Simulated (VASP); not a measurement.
Level of theory: RPBE GGA, VASP's PBE PAW potentials (set 64) (plane waves; VASP 6.6.1).

A VASP calculation is set up with these files.

**INCAR**
```
! general
SYSTEM  = BaF2
PREC    = Accurate
ENCUT   = 520
LREAL   = .False.
LASPH   = .True.
ICHARG  = 11

! electronic loop
EDIFF   = 1E-7
NELM    = 100
ALGO    = Normal
LMAXMIX = 4

! smearing
ISMEAR  = 0
SIGMA   = 0.05

! functional
GGA     = RP

! output
LWAVE   = .False.
LCHARG  = .False.
LORBIT  = 11
```

File POSCAR:
```
BaF2
4.521050
  0.0000000000   0.7071068094   0.7071068094
  0.7071068094   0.0000000000   0.7071068094
  0.7071068094   0.7071068094   0.0000000000
Ba F
1 2
Direct
  0.0000000000   0.0000000000   0.0000000000
  0.2500000000   0.2500000000   0.2500000000
  0.7500000000   0.7500000000   0.7500000000
```

KPOINTS:
```
k-points along high-symmetry lines
15
Line-mode
Reciprocal
  0.000000   0.000000   0.000000 ! GAMMA
  0.500000   0.000000   0.500000 ! X

  0.500000   0.000000   0.500000 ! X
  0.625000   0.250000   0.625000 ! U

  0.375000   0.375000   0.750000 ! K
  0.000000   0.000000   0.000000 ! GAMMA

  0.000000   0.000000   0.000000 ! GAMMA
  0.500000   0.500000   0.500000 ! L

  0.500000   0.500000   0.500000 ! L
  0.500000   0.250000   0.750000 ! W

  0.500000   0.250000   0.750000 ! W
  0.500000   0.000000   0.500000 ! X
```

POTCAR, in this order: Ba_sv F (PBE.64 set). Program: vasp_std. Read from the step before: CHGCAR.

The resulting files:

OSZICAR:
```
       N       E                     dE             d eps       ncg     rms          rms(c)
DAV:   1     0.158893545603E+03    0.15889E+03   -0.12897E+04  2880   0.138E+03
DAV:   2    -0.908268115792E+01   -0.16798E+03   -0.16416E+03  4168   0.280E+02
DAV:   3    -0.162642911491E+02   -0.71816E+01   -0.71752E+01  3680   0.668E+01
DAV:   4    -0.164091906856E+02   -0.14490E+00   -0.14488E+00  4312   0.753E+00
DAV:   5    -0.164114859353E+02   -0.22952E-02   -0.22952E-02  3656   0.653E-01
DAV:   6    -0.164115239935E+02   -0.38058E-04   -0.38058E-04  4240   0.609E-02
DAV:   7    -0.164115243975E+02   -0.40399E-06   -0.40399E-06  3680   0.547E-03
DAV:   8    -0.164115244098E+02   -0.12283E-07   -0.12287E-07  3168   0.672E-04
   1 F= -.16411524E+02 E0= -.16411524E+02  d E =-.138032E-11
```

**OUTCAR**
```
 val. band max:       -2.2109330814   @ k =   0.2143   0.2143   0.4286

 cond. band min:       4.4285643464   @ k =   0.0000   0.0000   0.0000



 k-point     1 :       0.0000    0.0000    0.0000
  band No.  band energies     occupation
      1     -25.6984      2.00000
      2     -21.1771      2.00000
      3     -21.1423      2.00000
      4     -10.6467      2.00000
      5     -10.6467      2.00000
      6     -10.6467      2.00000
      7      -3.4254      2.00000
      8      -3.4254      2.00000
      9      -3.4254      2.00000
     10      -2.2512      2.00000
     11      -2.2512      2.00000
     12      -2.2512      2.00000
     13       4.4286      0.00000
     14       6.6718      0.00000
     15       6.6718      0.00000
     16       8.4817      0.00000

 k-point     2 :       0.0357    0.0000    0.0357
  band No.  band energies     occupation
      1     -25.6965      2.00000
      2     -21.1793      2.00000
      3     -21.1434      2.00000
      4     -10.6501      2.00000
      5     -10.6501      2.00000
      6     -10.6457      2.00000
      7      -3.4184      2.00000
      8      -3.4184      2.00000
      9      -3.4128      2.00000
     10      -2.2700      2.00000
     11      -2.2500      2.00000
     12      -2.2500      2.00000
     13       4.4656      0.00000
     14       6.6577      0.00000
     15       6.6836      0.00000
     16       8.4691      0.00000

 k-point     3 :       0.0714    0.0000    0.0714
  band No.  band energies     occupation
      1     -25.6909      2.00000
      2     -21.1863      2.00000
      3     -21.1466      2.00000
      4     -10.6599      2.00000
      5     -10.6599      2.00000
      6     -10.6425      2.00000
      7      -3.3975      2.00000
      8      -3.3975      2.00000
      9      -3.3754      2.00000
     10      -2.3247      2.00000
     11      -2.2466      2.00000
     12      -2.2465      2.00000
     13       4.5744      0.00000
     14       6.6162      0.00000
...
```

The density is held fixed in this step, so its total energy and stress have no physical meaning. Unless said otherwise, spin-orbit coupling is left out, though it shifts the bands of the heavy elements here.

The compound is BaF2 in the fluorite structure. It was relaxed first, which changed the volume by +10 %.
